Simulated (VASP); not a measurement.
# W (Im-3m) in VASP: notebook

Aim: see how the results for W move with the level of theory and the settings. Levels: RPBE, revPBE, BLYP, PW91, PBE+D3(BJ). Tasks: band structure, equation of state.

Program: VASP 6.6.1. These are calculated values, not measurements. Logs are shortened: lines on timing, memory, paths and dates and some standing lists are left out, and cuts for length are marked.

**1. The structure**

Symmetry: Im-3m, No. 229, cubic system. Conventional cell: a = 3.165 Å, b = 3.165 Å, c = 3.165 Å, α = 90.00°, β = 90.00°, γ = 90.00°. W (site symmetry m-3m) has 8 W at 2.74 Å as nearest neighbours.

**2. Band structure, RPBE**

Contents of INCAR:

```
ALGO = Fast
EDIFF = 1E-7
ENCUT = 520
GGA = RP
ISIF = 2
ISMEAR = -1
LASPH = True
LCHARG = False
LMAXMIX = 4
LREAL = False
LWAVE = False
NBANDS = 13
NELM = 100
PREC = Accurate
SIGMA = 0.05
```

Contents of KPOINTS:

```
k-points
0
Gamma
  12 12 12
```

Contents of POSCAR:

```
W
1.0
   -1.5823450000      1.5823450000      1.5823450000
    1.5823450000     -1.5823450000      1.5823450000
    1.5823450000      1.5823450000     -1.5823450000
W
1
Direct
    0.0000000000      0.0000000000      0.0000000000
```

Contents of KPOINTS_OPT:

```
path GHNGPH,PN
10
line-mode
reciprocal
 0.0000000000  0.0000000000  0.0000000000  G
 0.5000000000 -0.5000000000  0.5000000000  H

 0.5000000000 -0.5000000000  0.5000000000  H
 0.0000000000  0.0000000000  0.5000000000  N

 0.0000000000  0.0000000000  0.5000000000  N
 0.0000000000  0.0000000000  0.0000000000  G

 0.0000000000  0.0000000000  0.0000000000  G
 0.2500000000  0.2500000000  0.2500000000  P

 0.2500000000  0.2500000000  0.2500000000  P
 0.5000000000 -0.5000000000  0.5000000000  H

 0.2500000000  0.2500000000  0.2500000000  P
 0.0000000000  0.0000000000  0.5000000000  N
```

Potentials or basis: VASP PAW PBE potentials, release 64 (W_sv).

Run with:

```
cat potpaw_PBE.64/W_sv/POTCAR > POTCAR
mpirun -np 1 vasp_std > vasp.out
```

OUTCAR:

```text
EDIFF = 1E-7
   ENCUT = 520
   GGA = RP
   ISIF = 2
   ISMEAR = -1
   LASPH = True
   LREAL = False
   NELM = 100
   PREC = Accurate

 ion  position               nearest neighbor table
   1  0.000  0.000  0.000-

  LATTYP: Found a body centered cubic cell.
 ALAT       =     3.1646900000

  Lattice vectors:

 A1 = (  -1.5823450000,   1.5823450000,   1.5823450000)
 A2 = (   1.5823450000,  -1.5823450000,   1.5823450000)
 A3 = (   1.5823450000,   1.5823450000,  -1.5823450000)

Analysis of symmetry for initial positions (statically):
=====================================================================
 Subroutine PRICEL returns:
 Original cell was already a primitive cell.

 Routine SETGRP: Setting up the symmetry group for a
 body centered cubic supercell.

 Subroutine GETGRP returns: Found 48 space group operations
 (whereof 48 operations were pure point group operations)
 out of a pool of 48 trial point group operations.

The static configuration has the point symmetry O_h .

Analysis of symmetry for dynamics (positions and initial velocities):
=====================================================================
 Subroutine PRICEL returns:
 Original cell was already a primitive cell.

 Routine SETGRP: Setting up the symmetry group for a
 body centered cubic supercell.

 Subroutine GETGRP returns: Found 48 space group operations
 (whereof 48 operations were pure point group operations)
 out of a pool of 48 trial point group operations.

The dynamic configuration has the point symmetry O_h .

 Subroutine INISYM returns: Found 48 space group operations
 (whereof 48 operations are pure point group operations),
 and found     1 'primitive' translations

----------------------------------------------------------------------------------------

                                     Primitive cell

  volume of cell :      15.8476

  direct lattice vectors                    reciprocal lattice vectors
    -1.582345000  1.582345000  1.582345000     0.000000000  0.315986716  0.315986716
     1.582345000 -1.582345000  1.582345000     0.315986716  0.000000000  0.315986716
     1.582345000  1.582345000 -1.582345000     0.315986716  0.315986716  0.000000000

  length of vectors
     2.740701935  2.740701935  2.740701935     0.446872699  0.446872699  0.446872699

  position of ions in fractional coordinates (direct lattice)
     0.000000000  0.000000000  0.000000000

[... 82 lines left out ...]
   ISYM   =      2    0-nonsym 1-usesym 2-fastsym
   POTIM  = 0.5000    time-step for ionic-motion
   TEBEG  =    0.0;   TEEND  =   0.0 temperature during run
   PSTRESS=    0.0 pullay stress
   NELECT =      14.0000    total number of electrons
   NUPDOWN=      -1.0000    fix difference up-down
   EMIN   =  10.00;   EMAX   =-10.00  energy-range for DOS
   EFERMI =   0.00;   METHOD = LEGACY
   ISMEAR =    -1;   SIGMA  =   0.05  broadening in eV -4-tet -1-fermi 0-gaus
   EFERMI_NEDOS =   21; number of points for ismear=-14 and -15
   IALGO  =     68    algorithm
   IMIX   =      4    mixing-type and parameters
     AMIX     =   0.40;   BMIX     =  1.00
     AMIX_MAG =   1.60;   BMIX_MAG =  1.00
  volume/ion in A,a.u.               =      15.85       106.94
  Fermi-wavevector in a.u.,A,eV,Ry     =   1.570832  2.968442 33.572544  2.467512
  Thomas-Fermi vector in A             =   2.672506
   LORBIT       =      0    0 simple, 1 ext, 2 COOP (PROOUT), +10 PAW based schemes
   GGA     = RP    functional components
   LHFCALC =     F    Hartree Fock is set to
   AEXX    =    0.0000 exact exchange contribution
   IVDW    =     0    specifies the selected vdW correction
   LEPSILON=     F    determine dielectric tensor
   LRPA    =     F    only Hartree local field effects (RPA)
 non-spin polarized calculation
 RMM-DIIS sequential band-by-band and
  energy-cutoff  :      520.00
  volume of cell :       15.85
 maximum number of plane-waves:       438
   NGX = 11   NGY = 11   NGZ = 11

 number of electron      14.0000004 magnetization

 Free energy of the ion-electron system (eV)
  ---------------------------------------------------
  ext. energy  EPLUGINS =         0.00000000
  ---------------------------------------------------
  free energy    TOTEN  =       -12.39008566 eV

  energy without entropy =      -12.38550781  energy(sigma->0) =      -12.38779674

 E-fermi :  11.4369     XC(G=0): -13.5908

 val. band max:       11.4105554033   @ k =  -0.2500   0.3333   0.1667
 cond. band min:      11.4626750297   @ k =  -0.1667   0.1667   0.0833
 fundamental gap:      0.0521196264
 Fermi energy:        11.4368839721

 k-point     1 :       0.0000    0.0000    0.0000
  band No.  band energies     occupation
      1     -62.6844      2.00000
      2     -26.2423      2.00000
      3     -26.2423      2.00000
      4     -26.2423      2.00000
      5       1.8924      2.00000
      6      10.3072      2.00000
      7      10.3072      2.00000
      8      10.3072      2.00000
      9      13.8129      0.00000
     10      13.8129      0.00000
     11      26.0186      0.00000
     12      26.0186      0.00000
     13      26.0186      0.00000
[... 354 lines left out ...]
  band No.  band energies     occupation
      1     -62.5481      2.00000
      2     -27.4422      2.00000
      3     -26.7191      2.00000
      4     -26.3358      2.00000
      5       5.9202      2.00000
      6       7.9215      2.00000
      7      11.2335      1.96635
      8      13.9530      0.00000
      9      14.7279      0.00000
     10      18.9490      0.00000
     11      21.4873      0.00000
     12      23.7181      0.00000
     13      27.5581      0.00000

 [... further k-points ...]

------------------------ aborting loop because EDIFF is reached ----------------------------------------

  FORCE on cell =-STRESS in cart. coord.  units (eV):
  Direction    XX          YY          ZZ          XY          YZ          ZX
  --------------------------------------------------------------------------------------
  -------------------------------------------------------------------------------------
  Total        1.0162984      1.0162984      1.0162984     -0.0000000     -0.0000000     -0.0000000
  in kB      102.7467995    102.7467995    102.7467995     -0.0000000     -0.0000000     -0.0000000
  external PRESSURE =     102.7467995 kB  Pullay stress =       0.0000000 kB

 VOLUME and BASIS-vectors are now :
 -----------------------------------------------------------------------------
  energy-cutoff  :      520.00
  volume of cell :       15.85
      direct lattice vectors                 reciprocal lattice vectors
    -1.582345000  1.582345000  1.582345000     0.000000000  0.315986716  0.315986716
     1.582345000 -1.582345000  1.582345000     0.315986716  0.000000000  0.315986716
     1.582345000  1.582345000 -1.582345000     0.315986716  0.315986716  0.000000000

 POSITION                                       TOTAL-FORCE (eV/Angst)
 -----------------------------------------------------------------------------------
      0.00000      0.00000      0.00000         0.000000     -0.000000     -0.000000
 -----------------------------------------------------------------------------------
    total drift:                                0.000000     -0.000000      0.000000

  FREE ENERGIE OF THE ION-ELECTRON SYSTEM (eV)
  ---------------------------------------------------
  free  energy   TOTEN  =       -12.3900856634 eV

  energy  without entropy=      -12.3855078100  energy(sigma->0) =      -12.38779674
```

OSZICAR:

```text
N       E                     dE             d eps       ncg     rms          rms(c)
DAV:   1     0.870382247314E+02    0.87038E+02   -0.76751E+03  1877   0.125E+03
DAV:   2    -0.112684156830E+02   -0.98307E+02   -0.94058E+02  2097   0.319E+02
DAV:   3    -0.129665249424E+02   -0.16981E+01   -0.16921E+01  2057   0.404E+01
[... 12 lines left out ...]
   1 F= -.12390086E+02 E0= -.12387797E+02  d E =-.457785E-02
       N       E                     dE             ncg
DAV:   1    -0.796399935377E+04   -0.41507E+05     1576
DAV:   2    -0.138713509281E+05   -0.59074E+04     1775
DAV:   3    -0.139750070207E+05   -0.10366E+03     1650
DAV:   4    -0.139754587755E+05   -0.45175E+00     1700
DAV:   5    -0.139754628810E+05   -0.41056E-02     1650
DAV:   6    -0.139754629519E+05   -0.70915E-04     1695
DAV:   7    -0.139754629535E+05   -0.15849E-05     1562
DAV:   8    -0.139754629535E+05   -0.37644E-07      965
```

stdout:

```text
POSCAR found type information on POSCAR W
 POSCAR found :  1 types and       1 ions
 scaLAPACK will be used
 -----------------------------------------------------------------------------
|                                                                             |
|                                                                             |
|     You enforced a specific xc type in the INCAR file but a different       |
|     I HOPE YOU KNOW WHAT YOU ARE DOING!                                     |
|                                                                             |
 -----------------------------------------------------------------------------

 LDA part: xc-table for (Slater+PW92), standard interpolation
 POSCAR, INCAR and KPOINTS ok, starting setup
 FFT: planning ... GRIDC
 FFT: planning ... GRID_SOFT
 FFT: planning ... GRID
 WAVECAR not read
 entering main loop
 Start KPOINTS_OPT (optional k-point list driver)
k-point batch [1-60\60]
```

It took 12 s on 1 thread of Intel Xeon Platinum 8488C (Sapphire Rapids), shared host; peak memory 0.14 GiB.

What came out:

- Free energy: -12.3901 eV
- Pressure: 10.3 GPa
- Band gap along the path: none (metal or under the smearing width)

Levels at the corners of the path, in eV from the Fermi level:
| point | band 3 | band 4 | band 5 | band 6 | band 7 | band 8 | band 9 | band 10 | band 11 | band 12 |
| --- | --- | --- | --- | --- | --- | --- | --- | --- | --- | --- |
| Γ | -37.68 | -37.68 | -9.54 | -1.13 | -1.13 | -1.13 | 2.38 | 2.38 | 14.58 | 14.58 |
| H | -38.58 | -38.58 | -5.73 | -5.73 | 5.26 | 5.26 | 5.26 | 8.32 | 8.32 | 8.32 |
| H | -38.58 | -38.58 | -5.73 | -5.73 | 5.26 | 5.26 | 5.26 | 8.32 | 8.32 | 8.32 |
| N | -38.10 | -37.69 | -6.18 | -3.47 | 0.74 | 2.27 | 3.25 | 6.24 | 11.20 | 11.56 |
| N | -38.10 | -37.69 | -6.18 | -3.47 | 0.74 | 2.27 | 3.25 | 6.24 | 11.20 | 11.56 |
| Γ | -37.68 | -37.68 | -9.54 | -1.13 | -1.13 | -1.13 | 2.38 | 2.38 | 14.58 | 14.58 |
| Γ | -37.68 | -37.68 | -9.54 | -1.13 | -1.13 | -1.13 | 2.38 | 2.38 | 14.58 | 14.58 |
| P | -38.33 | -38.33 | -2.88 | -2.88 | -2.88 | 3.42 | 3.42 | 6.75 | 12.33 | 12.33 |
| P | -38.33 | -38.33 | -2.88 | -2.88 | -2.88 | 3.42 | 3.42 | 6.75 | 12.33 | 12.33 |
| H | -38.58 | -38.58 | -5.73 | -5.73 | 5.26 | 5.26 | 5.26 | 8.32 | 8.32 | 8.32 |
| P | -38.33 | -38.33 | -2.88 | -2.88 | -2.88 | 3.42 | 3.42 | 6.75 | 12.33 | 12.33 |
| N | -38.10 | -37.69 | -6.18 | -3.47 | 0.74 | 2.27 | 3.25 | 6.24 | 11.20 | 11.56 |

Caveat: the PAW data sets were made with another functional, which shifts forces and pressure a little; spin-orbit coupling is left out, which moves the levels of the heavy elements.

**3. Band structure, revPBE**

POSCAR is that of step 2.

Contents of INCAR.step1:

```
  PREC = Accurate
  ENCUT = 520
  EDIFF = 1E-6
  ISMEAR = -1
  SIGMA = 0.05
  LREAL = F
  LASPH = T
  NELM = 60
  ALGO = Fast
  ISIF = 2
  LWAVE = F
  LCHARG = T
  LMAXMIX = 4
  GGA = RE
```

Contents of KPOINTS.step1:

```
Automatic mesh
0
Gamma
  12 12 12
```

Contents of INCAR.step2:

```
  PREC = Accurate
  ENCUT = 520
  EDIFF = 1E-6
  ISMEAR = 0
  SIGMA = 0.05
  LREAL = F
  LASPH = T
  NELM = 60
  ALGO = Fast
  ISIF = 2
  LWAVE = F
  LCHARG = F
  LMAXMIX = 4
  GGA = RE
  ICHARG = 11
```

Contents of KPOINTS.step2:

```
path GHNGPH,PN
20
line-mode
reciprocal
 0.0000000000  0.0000000000  0.0000000000  G
 0.5000000000 -0.5000000000  0.5000000000  H

 0.5000000000 -0.5000000000  0.5000000000  H
 0.0000000000  0.0000000000  0.5000000000  N

 0.0000000000  0.0000000000  0.5000000000  N
 0.0000000000  0.0000000000  0.0000000000  G

 0.0000000000  0.0000000000  0.0000000000  G
 0.2500000000  0.2500000000  0.2500000000  P

 0.2500000000  0.2500000000  0.2500000000  P
 0.5000000000 -0.5000000000  0.5000000000  H

 0.2500000000  0.2500000000  0.2500000000  P
 0.0000000000  0.0000000000  0.5000000000  N
```

Potentials or basis: VASP PAW PBE potentials, release 64 (W_sv).

Run with:

```
cat potpaw_PBE.64/W_sv/POTCAR > POTCAR
cp INCAR.step1 INCAR
cp KPOINTS.step1 KPOINTS
mpirun -np 1 vasp_std > vasp.out
cp INCAR.step2 INCAR
cp KPOINTS.step2 KPOINTS
mpirun -np 1 vasp_std > vasp.out
```

It took 14 s on 1 thread of Intel Xeon Platinum 8488C (Sapphire Rapids), shared host; peak memory 0.13 GiB.

It converged, with:

| Item | Value |
| --- | --- |
| Band gap along the path | none (metal or under the smearing width) |

Levels at the corners of the path, in eV from the Fermi level:
```
point  band 3  band 4  band 5  band 6  band 7  band 8  band 9  band 10  band 11
    Γ  -37.67  -37.67   -9.55   -1.13   -1.13   -1.13    2.37     2.37    14.59
    H  -38.57  -38.57   -5.74   -5.74    5.26    5.26    5.26     8.33     8.33
    H  -38.57  -38.57   -5.74   -5.74    5.26    5.26    5.26     8.33     8.33
    N  -38.09  -37.68   -6.18   -3.48    0.75    2.26    3.24     6.24    11.19
    N  -38.09  -37.68   -6.18   -3.48    0.75    2.26    3.24     6.24    11.19
    Γ  -37.67  -37.67   -9.55   -1.13   -1.13   -1.13    2.37     2.37    14.59
    Γ  -37.67  -37.67   -9.55   -1.13   -1.13   -1.13    2.37     2.37    14.59
    P  -38.32  -38.32   -2.88   -2.88   -2.88    3.41    3.41     6.74    12.34
    P  -38.32  -38.32   -2.88   -2.88   -2.88    3.41    3.41     6.74    12.34
    H  -38.57  -38.57   -5.74   -5.74    5.26    5.26    5.26     8.33     8.33
    P  -38.32  -38.32   -2.88   -2.88   -2.88    3.41    3.41     6.74    12.34
    N  -38.09  -37.68   -6.18   -3.48    0.75    2.26    3.24     6.24    11.19
```

Caveat: the log is that of the step along the path at fixed density, whose energy, stress, charges and moments have no meaning; the PAW data sets were made with another functional, which shifts forces and pressure a little; spin-orbit coupling is left out, which moves the levels of the heavy elements.

(Part 1 of 2 ends here.)
